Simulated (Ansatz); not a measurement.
## ZrSe2: band structure with PBEsol

**The experiment to reproduce.**

“Stress-Tuned Optical Transitions in Layered 1T-MX2 (M= Hf, Zr, Sn; X= S, Se) Crystals”, 2022, arxiv:2210.12074 quotes, for a bulk crystal of ZrSe2: band gap 1.2 eV (indirect).

ZrSe2:

```
Zr Se
1.0
     3.79800    0.00000    0.00000
    -1.89900    3.28916    0.00000
     0.00000    0.00000    6.19200
Zr Se
1 2
Direct
  0.00000 0.00000 0.00000
  0.66667 0.33333 0.75000
  0.33333 0.66667 0.25000
```

```json
{
  "Program": "Ansatz 0.2.0",
  "Task": "band structure",
  "Functional": "PBEsol",
  "Potentials or basis": "all-electron LAPW, scalar-relativistic",
  "Cutoff": "216 eV (chosen from the basis error)",
  "Basis error allowed": "0.002 eV/atom",
  "k mesh": "8 × 8 × 5",
  "Occupations": "fermi-dirac, width 0.05 eV",
  "Spin": "no spin polarisation"
}
```

| Item | Value |
| --- | --- |
| Pressure | -1.2 GPa |
| Largest force | 0.085 eV/Å |
| Band gap on the k mesh | 0.36 eV, indirect (least direct gap 1.02 eV) |
| Band gap along the path | 0.32 eV, indirect (least direct gap 1.02 eV) |

Forces on the atoms (eV/Å):
```
Zr   0.000  0.000  0.000
Se   0.000  0.000 -0.085
Se   0.000  0.000  0.085
```

Stress tensor (GPa, compression positive):
```
-1.87  0.00  0.00
 0.00 -1.87  0.00
 0.00  0.00  0.19
```

Levels at the corners of the path, in eV from the valence-band top:
| point | band 34 | band 35 | band 36 | band 37 | band 38 | band 39 | band 40 | band 41 | band 42 | band 43 |
| --- | --- | --- | --- | --- | --- | --- | --- | --- | --- | --- |
| Γ | -2.74 | -2.74 | -0.06 | -0.06 | -0.01 | 1.01 | 1.01 | 1.54 | 4.33 | 4.33 |
| M | -2.96 | -2.70 | -2.51 | -2.16 | -1.37 | 0.52 | 2.49 | 2.82 | 4.81 | 5.08 |
| K | -3.59 | -3.59 | -2.33 | -2.33 | -1.76 | 1.65 | 2.58 | 2.58 | 4.05 | 4.05 |
| Γ | -2.74 | -2.74 | -0.06 | -0.06 | -0.01 | 1.01 | 1.01 | 1.54 | 4.33 | 4.33 |
| A | -2.69 | -2.69 | -2.10 | -0.22 | -0.22 | 0.98 | 0.98 | 1.91 | 4.73 | 4.73 |
| L | -3.63 | -2.69 | -2.54 | -1.06 | -0.99 | 0.32 | 2.48 | 2.81 | 4.49 | 4.87 |
| H | -3.76 | -3.39 | -2.39 | -2.01 | -2.01 | 1.72 | 2.17 | 2.17 | 4.87 | 4.87 |
| A | -2.69 | -2.69 | -2.10 | -0.22 | -0.22 | 0.98 | 0.98 | 1.91 | 4.73 | 4.73 |

Run time: 30 s on 2 threads of Intel(R) Xeon(R) Processor @ 2.50GHz (Skylake/Cascade Lake), on a shared host, peak memory 0.42 GiB.

Measured gap of ZrSe2: 1.2 eV (indirect; quoted in “Stress-Tuned Optical Transitions in Layered 1T-MX2 (M= Hf, Zr, Sn; X= S, Se) Crystals”, 2022, arxiv:2210.12074). This calculation gives 0.32 eV (-0.88 eV). Spin-orbit coupling on Se, Zr is left out. The value is that of PBEsol, without temperature or zero-point motion. Semilocal functionals fall short of measured gaps as a rule.

Caveat: this functional lacks dispersion, which binds the layers, so the pressure and a relaxed spacing across them are unreliable.
